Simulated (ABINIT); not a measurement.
# Sb (R-3m) in ABINIT: a series of runs

Runs on Sb. Level: PBE. Tasks: relaxation of cell and atoms, single point.

All numbers are computed with ABINIT 10.8.3 (patched build); they aren't measurements. Logs are shortened: lines on timing, memory, paths and dates and some standing lists are left out, and cuts for length are marked. The log counts tension as positive stress, the text compression.

### Step 1. The structure

The structure is trigonal, space group R-3m (No. 166). The conventional cell has a = 4.308 Å, b = 4.308 Å, c = 11.274 Å, α = 90.00°, β = 90.00°, γ = 120.00°. Sb (site symmetry 3m) is surrounded by 3 Sb at 2.91 Å.

### Step 2. Relaxation of cell and atoms, PBE

run.abi reads:

```
# Pseudopotentials
pp_dirpath "./"
pseudos "Sb.GGA_PBE-JTH.xml"

# Structure
acell 3*1.0
rprim
     4.0708480177     2.3503051989     7.1015907763
    -4.0708480177     2.3503051989     7.1015907763
     0.0000000000    -4.7006103977     7.1015907763
ntypat 1
znucl 51
natom 2
typat 1 1
xcart
     0.0000000000     0.0000000000    16.3303210379
     0.0000000000     0.0000000000     4.9744512911
chkprim 0
chksymtnons 0
tolsym 1.0e-6

# Plane-wave basis
ecut 16.0
pawecutdg 32.0
pawxcdev 0

# k points
kptopt 1
ngkpt 8 8 8
nshiftk 1
shiftk 0.0 0.0 0.0

# Exchange and correlation
ixc 11

# Bands and occupations
nband 19
occopt 3
tsmear 0.05 eV

# SCF cycle
nstep 100
tolvrs 1.0e-9

# Output
iomode 3
prtwf 0
prtden 0
prteig 0
prtebands 0
enunit 2

# Relaxation
ionmov 22
ntime 60
tolmxf 0.0001
optcell 2
dilatmx 1.08
ecutsm 0.5
```

Potentials or basis: JTH PAW PBE v2.0.

Run with:

```
> abinit run.abi > log 2>&1
```

run.abo:

```text
.Version 10.8.3 of ABINIT
 Symmetries : space group R-3 m (#166); Bravais hR (rhombohedral)
================================================================================
 Values of the parameters that define the memory need of the present run
     intxc =       0    ionmov =      22      iscf =      17    lmnmax =      18
     lnmax =       6     mgfft =      36  mpssoang =       3    mqgrid =    3001
     natom =       2  nloc_mem =       2    nspden =       1   nspinor =       1
    nsppol =       1      nsym =      12    n1xccc =       1    ntypat =       1
    occopt =       3   xclevel =       2
       mpw =        1581          nfft =       46656          nkpt =          65
 PAW method is used; the additional fine FFT grid is defined by:
   mgfftf=        48    nfftf =    110592
================================================================================
================================================================================

--------------------------------------------------------------------------------
------------- Echo of variables that govern the present computation ------------
--------------------------------------------------------------------------------
 -outvars: echo values of preprocessed input variables --------
            acell      1.0000000000E+00  1.0000000000E+00  1.0000000000E+00 Bohr
              amu      1.21753000E+02
          chkprim           0
      chksymtnons           0
          dilatmx      1.08000000E+00
             ecut      1.60000000E+01 Hartree
           ecutsm      5.00000000E-01 Hartree
           enunit           2
           ionmov          22
                       outvar_i_n : Printing only first  50 k-points.
              ixc          11
                       outvar_i_n : Printing only first  50 k-points.
         kptrlatt        8    0    0      0    8    0      0    0    8
          kptrlen      6.51335683E+01
            natom           2
            nband          19
            ngfft          36      36      36
          ngfftdg          48      48      48
             nkpt          65
            nstep         100
             nsym          12
            ntime          60
           ntypat           1
                       prtocc : prtvol=0, do not print more k-points.
           occopt           3
          optcell           2
        pawecutdg      3.20000000E+01 Hartree
         pawxcdev           0
           prtden           0
        prtebands           0
           prteig           0
            prtwf           0
            rprim      4.0708480177E+00  2.3503051989E+00  7.1015907763E+00
                      -4.0708480177E+00  2.3503051989E+00  7.1015907763E+00
                       0.0000000000E+00 -4.7006103977E+00  7.1015907763E+00
          spgroup         166
           tolmxf      1.00000000E-04
           tolsym      1.00000000E-06
           tolvrs      1.00000000E-09
[... 984 lines left out ...]
    2     -0.00000000000000    -0.00000000000000    -0.00197369143996
 frms,max,avg= 1.1395113E-03 1.9736914E-03   0.000E+00  0.000E+00  0.000E+00 e/A
 length scales=  8.699181547158  8.699181547158  8.699181547145 bohr
              =  4.603408625141  4.603408625141  4.603408625134 angstroms
 Fermi (or HOMO) energy (hartree) =   0.23203   Average Vxc (hartree)=  -0.33103
 Eigenvalues (hartree) for nkpt=  65  k points:
 kpt#   1, nband= 19, wtk=  0.00195, kpt=  0.0000  0.0000  0.0000 (reduced coord)
  -0.84925   -0.84925   -0.84670   -0.84670   -0.84581   -0.84316   -0.84316   -0.84293
  -0.84041   -0.84041   -0.22311    0.04273    0.15850    0.16745    0.16745    0.30126
   0.32438    0.32438    0.42275
      occupation numbers for kpt#   1
   2.00000    2.00000    2.00000    2.00000    2.00000    2.00000    2.00000    2.00000
   2.00000    2.00000    2.00000    2.00000    2.00000    2.00000    2.00000    0.00000
   0.00000    0.00000    0.00000
 prteigrs : prtvol=0 or 1, do not print more k-points.

 Fermi (or HOMO) energy (eV) =   6.31378   Average Vxc (eV)=  -9.00787
 Eigenvalues (   eV  ) for nkpt=  65  k points:
 kpt#   1, nband= 19, wtk=  0.00195, kpt=  0.0000  0.0000  0.0000 (reduced coord)
 -23.10916  -23.10916  -23.03979  -23.03979  -23.01554  -22.94351  -22.94351  -22.93721
 -22.86860  -22.86860   -6.07106    1.16265    4.31304    4.55661    4.55661    8.19757
   8.82686    8.82686   11.50370
 prteigrs : prtvol=0 or 1, do not print more k-points.

--- !EnergyTerms
iteration_state     : {dtset: 1, itime: 9, icycle: 1, }
comment             : Components of total free energy in Hartree
kinetic             :  8.19580694202699E+00
hartree             :  4.90896605019466E+01
xc                  : -4.69560131892853E+00
Ewald energy        : -1.05774387258711E+02
psp_core            :  3.56133964951554E+00
local_psp           : -1.47327983860670E+02
PAW spherical_terms :  3.17221083715149E+01
internal            : -1.65229056973305E+02
'-kT*entropy'       : -8.83379721374002E-05
total_energy        : -1.65229145311278E+02
total_energy_eV     : -4.49611409215850E+03
...

--- !EnergyTermsDC
iteration_state     : {dtset: 1, itime: 9, icycle: 1, }
comment             : '"Double-counting" decomposition of free energy'
band_energy         : -1.65551496838583E+01
Ewald energy        : -1.05774387258711E+02
psp_core            :  3.56133964951554E+00
xc_dc               : -4.84552386344329E+01
PAW spherical_terms :  1.99437904856324E+00
internal            : -1.65229056878923E+02
'-kT*entropy'       : -8.83379721374002E-05
total_energy_dc     : -1.65229145216895E+02
total_energy_dc_eV  : -4.49611408959022E+03
...

--- !EnergyTermsWithPAWCore
iteration_state     : {dtset: 1, itime: 9, icycle: 1, }
comment             : 'Components of total free energy, including PAW core contributions'
Total energy        : -1.29632027024844E+04
Total energy DC     : -1.29632027023900E+04
Total energy (eV)   : -3.52746715722247E+05
Total energy DC (eV): -3.52746715719679E+05
...

 rms coord change=  1.0751E-03   atom, delta coord (reduced):
     1        0.001075076172      0.001075076172      0.001075076172
     2       -0.001075076172     -0.001075076172     -0.001075076172

 Cartesian components of stress tensor (hartree/bohr^3)
  sigma(1 1)=  5.15919323E-07  sigma(3 2)= -3.87849041E-14
  sigma(2 2)=  5.15919200E-07  sigma(3 1)=  0.00000000E+00
  sigma(3 3)=  6.70670817E-07  sigma(2 1)=  0.00000000E+00

-Cartesian components of stress tensor (GPa)         [Pressure= -1.6697E-02 GPa]
- sigma(1 1)=  1.51788705E-02  sigma(3 2)= -1.14109127E-09
- sigma(2 2)=  1.51788669E-02  sigma(3 1)=  0.00000000E+00
- sigma(3 3)=  1.97318167E-02  sigma(2 1)=  0.00000000E+00

== END DATASET(S) ==============================================================
================================================================================

 -outvars: echo values of variables after computation  --------
            acell      8.6991815472E+00  8.6991815472E+00  8.6991815471E+00 Bohr
           etotal     -1.6522914522E+02
            fcart      2.2697711774E-22  5.4137616486E-21  3.8382187560E-05
                      -2.2697711774E-22 -5.4137616486E-21 -3.8382187560E-05
            rprim      4.7556355476E-01  2.7456674637E-01  8.3573465117E-01
                      -4.7556355476E-01  2.7456674637E-01  8.3573465117E-01
                       0.0000000000E+00 -5.4913349272E-01  8.3573465117E-01
           strten      5.1591932295E-07  5.1591919978E-07  6.7067081709E-07
                      -3.8784904089E-14  0.0000000000E+00  0.0000000000E+00
           xangst      3.6908862238E-16  1.4692215925E-11  8.8592246262E+00
                       1.3617645719E-16 -1.4295783130E-11  2.6824596785E+00
             xred      7.6758507617E-01  7.6758507617E-01  7.6758507618E-01
                       2.3241492383E-01  2.3241492383E-01  2.3241492384E-01
 Calculation completed.
```

Wall time 9 min (1 thread of Arm Neoverse V2, shared host); peak memory 0.17 GiB.

Results:

```
Free energy                                           : -4496.1141 eV
Relaxed volume                                        : 31.94 Å³/atom
Relaxed cell                                          : a = 4.603 Å, b = 4.603 Å, c = 4.603 Å, α = 56.79°, β = 56.79°, γ = 56.79°
Space group after relaxing (to 0.05 Å)                : R-3m (No. 166)
Energy gained by relaxing                             : 12.5 meV/atom
Ionic steps                                           : 9
Pressure after relaxing                               : 0.0 GPa
Band gap on the k mesh                                : none (metal or under the smearing width)
Valence electrons inside the program's atomic spheres : Sb 12.41 (radii [1.2705] Å)
```

The path:
```csv
step,energy change (eV),largest force (eV/Å),pressure (GPa),volume (Å³)
1,0.0000,0.1690,2.70,60.41
2,-0.0089,0.0685,2.04,60.91
3,-0.0227,0.0677,0.37,62.77
4,-0.0246,0.0116,0.04,63.61
5,-0.0247,0.0005,0.01,63.62
6,-0.0248,0.0162,-0.04,63.68
7,-0.0249,0.0212,-0.05,63.75
8,-0.0250,0.0085,0.00,63.79
9,-0.0250,0.0020,-0.02,63.87
```

Final structure:
```
CELL_PARAMETERS angstrom
2.18921 1.26394 3.84723
-2.18921 1.26394 3.84723
0.00000 -2.52789 3.84723
ATOMIC_POSITIONS crystal
Sb 0.76759 0.76759 0.76759
Sb 0.23241 0.23241 0.23241
```

### Step 3. Single point, PBE

run.abi: that of step 2 with these lines changed.

```diff
@@ -2,3 +2,3 @@
 pp_dirpath "./"
-pseudos "Sb.GGA_PBE-JTH.xml"
+pseudos "Sb.upf"
 
@@ -17,10 +17,5 @@
      0.0000000000     0.0000000000     4.9744512911
-chkprim 0
-chksymtnons 0
-tolsym 1.0e-6
 
 # Plane-wave basis
-ecut 16.0
-pawecutdg 32.0
-pawxcdev 0
+ecut 40.0
 
@@ -42,3 +37,3 @@
 nstep 100
-tolvrs 1.0e-9
+tolvrs 1.0e-10
 
@@ -51,9 +46 @@
 enunit 2
-
-# Relaxation
-ionmov 22
-ntime 60
-tolmxf 0.0001
-optcell 2
-dilatmx 1.08
-ecutsm 0.5
```

Potentials or basis: PseudoDojo NC SR PBE v0.4.1 standard.

Run with:

```
> abinit run.abi > log 2>&1
```

Run time: 6.6 min. Hardware: 1 thread of Arm Neoverse N1, shared host; peak memory 0.18 GiB.

It converged, with:

| Property | Result |
| --- | --- |
| Free energy | -4949.9876 eV |
| Pressure | 2.7 GPa |
| Largest force | 0.181 eV/Å |
| Band gap on the k mesh | none (metal or under the smearing width) |
| Valence electrons inside the program's atomic spheres | Sb 11.21 (radii [1.0584] Å) |

Forces on the atoms (eV/Å):
```
Sb   0.000  0.000 -0.181
Sb   0.000  0.000  0.181
```

Stress tensor (GPa, compression positive):
```
2.88 0.00 0.00
0.00 2.88 0.00
0.00 0.00 2.25
```

Levels at points of the mesh, in eV from the Fermi level:
```csv
k point,band 13,band 14,band 15,band 16,band 17,band 18
"(0.00, 0.00, 0.00)",-2.16,-1.88,-1.88,2.00,2.62,2.62
"(0.50, 0.00, 0.00)",-2.03,-1.91,-0.38,-0.30,0.09,0.40
"(0.50, 0.50, 0.00)",-5.53,-3.85,-3.75,1.45,4.85,5.44
"(0.50, 0.50, 0.50)",-1.41,-1.41,-0.56,0.04,0.04,1.03
```

### Step 4. Single point, PBE

run.abi is that of step 3.

Potentials or basis: PseudoDojo NC SR PBE v0.5 standard.

Run with:

```
> abinit run.abi > log 2>&1
```

Run time: 6.4 min. Hardware: 1 thread of Arm Neoverse N1, shared host; peak memory 0.18 GiB.

Results (log left out):

* Free energy: -4949.9876 eV
* Pressure: 2.7 GPa
* Largest force: 0.181 eV/Å
* Band gap on the k mesh: none (metal or under the smearing width)
* Valence electrons inside the program's atomic spheres: Sb 11.21 (radii [1.0584] Å)

Forces in eV/Å, atoms in the order of the input:
```
Sb   0.000  0.000 -0.181
Sb   0.000  0.000  0.181
```

Stress tensor (GPa, compression positive):
```
2.88 0.00 0.00
0.00 2.88 0.00
0.00 0.00 2.25
```

Levels at points of the mesh, in eV from the Fermi level:
```
           k point  band 13  band 14  band 15  band 16  band 17  band 18
(0.00, 0.00, 0.00)    -2.16    -1.88    -1.88     2.00     2.62     2.62
(0.50, 0.00, 0.00)    -2.03    -1.91    -0.38    -0.30     0.09     0.40
(0.50, 0.50, 0.00)    -5.53    -3.85    -3.75     1.45     4.85     5.44
(0.50, 0.50, 0.50)    -1.41    -1.41    -0.56     0.04     0.04     1.03
```

The run has no spin-orbit coupling, so splittings on Sb are missing.

### Step 5. Single point, PBE

run.abi: that of step 4 with these lines changed.

```diff
@@ -2,3 +2,3 @@
 pp_dirpath "./"
-pseudos "Sb.upf"
+pseudos "Sb_ONCV_PBE-1.2.upf"
 
@@ -19,3 +19,3 @@
 # Plane-wave basis
-ecut 40.0
+ecut 30.0
```

Potentials or basis: SG15 NC PBE v1.2.

Run with:

```
> abinit run.abi > log 2>&1
```

It took 3.4 min on 1 thread of Arm Neoverse N1, shared host; peak memory 0.13 GiB.

Results (log left out):

```
Free energy                                           : -3838.6892 eV
Pressure                                              : 2.7 GPa
Largest force                                         : 0.183 eV/Å
Band gap on the k mesh                                : none (metal or under the smearing width)
Valence electrons inside the program's atomic spheres : Sb 10.95 (radii [1.0584] Å)
```

Forces on the atoms (eV/Å):
```
Sb   0.000  0.000 -0.183
Sb   0.000  0.000  0.183
```

Stress tensor (GPa, compression positive):
```
2.96 0.00 0.00
0.00 2.96 0.00
0.00 0.00 2.27
```

Levels at points of the mesh, in eV from the Fermi level:
```csv
k point,band 13,band 14,band 15,band 16,band 17,band 18
"(0.00, 0.00, 0.00)",-2.16,-1.89,-1.89,2.02,2.63,2.63
"(0.50, 0.00, 0.00)",-2.03,-1.91,-0.38,-0.30,0.09,0.39
"(0.50, 0.50, 0.00)",-5.53,-3.85,-3.75,1.46,4.86,5.44
"(0.50, 0.50, 0.50)",-1.41,-1.41,-0.56,0.04,0.04,1.03
```

### Step 6. Single point, PBE

run.abi: that of step 5 with these lines changed.

```diff
@@ -2,3 +2,3 @@
 pp_dirpath "./"
-pseudos "Sb_ONCV_PBE-1.2.upf"
+pseudos "Sb.upf"
 
@@ -19,3 +19,3 @@
 # Plane-wave basis
-ecut 30.0
+ecut 40.0
```

Potentials or basis: Ansatz NC PBE.

Run with:

```
> abinit run.abi > log 2>&1
```

Wall time 15 min (1 thread of Arm Neoverse N1, shared host); peak memory 0.18 GiB.

Results (log left out):

| Property | Result |
| --- | --- |
| Free energy | -5160.8874 eV |
| Pressure | 2.7 GPa |
| Largest force | 0.160 eV/Å |
| Band gap on the k mesh | none (metal or under the smearing width) |
| Valence electrons inside the program's atomic spheres | Sb 11.20 (radii [1.0584] Å) |

Forces on the atoms (eV/Å):
```
Sb   0.000  0.000 -0.160
Sb   0.000  0.000  0.160
```

Stress tensor (GPa, compression positive):
```
2.87 0.00 0.00
0.00 2.87 0.00
0.00 0.00 2.32
```

Levels at points of the mesh, in eV from the Fermi level:
```csv
k point,band 13,band 14,band 15,band 16,band 17,band 18
"(0.00, 0.00, 0.00)",-2.16,-1.89,-1.89,1.99,2.61,2.61
"(0.50, 0.00, 0.00)",-2.03,-1.92,-0.40,-0.29,0.09,0.40
"(0.50, 0.50, 0.00)",-5.54,-3.85,-3.75,1.44,4.84,5.42
"(0.50, 0.50, 0.50)",-1.41,-1.41,-0.55,0.04,0.04,1.01
```

The run has no spin-orbit coupling, so splittings on Sb are missing.

### Step 7. Summary

```csv
task,potentials or basis,cell,cutoff (eV),cell freedom (optcell),cutoff smearing ecutsm (Ha),optimiser (ionmov),force stop (Ha/bohr),fine-grid cutoff,gap on the mesh (eV),pressure (GPa),largest force (eV/Å)
relaxation of cell and atoms,JTH PAW PBE v2.0,relaxed,435,2,0.5,22,0.0001,870.764 eV,none,0.0,-
single point,PseudoDojo NC SR PBE v0.4.1 standard,as given,1088,-,-,-,-,-,none,2.7,0.18
single point,PseudoDojo NC SR PBE v0.5 standard,as given,1088,-,-,-,-,-,none,2.7,0.18
single point,SG15 NC PBE v1.2,as given,816,-,-,-,-,-,none,2.7,0.18
single point,Ansatz NC PBE,as given,1088,-,-,-,-,-,none,2.7,0.16
```

Alike in all rows: level PBE; no spin polarisation; k mesh 8 × 8 × 8; smearing fermi-dirac 0.05 eV.

Absolute energies hang on the potentials; compare differences alone.
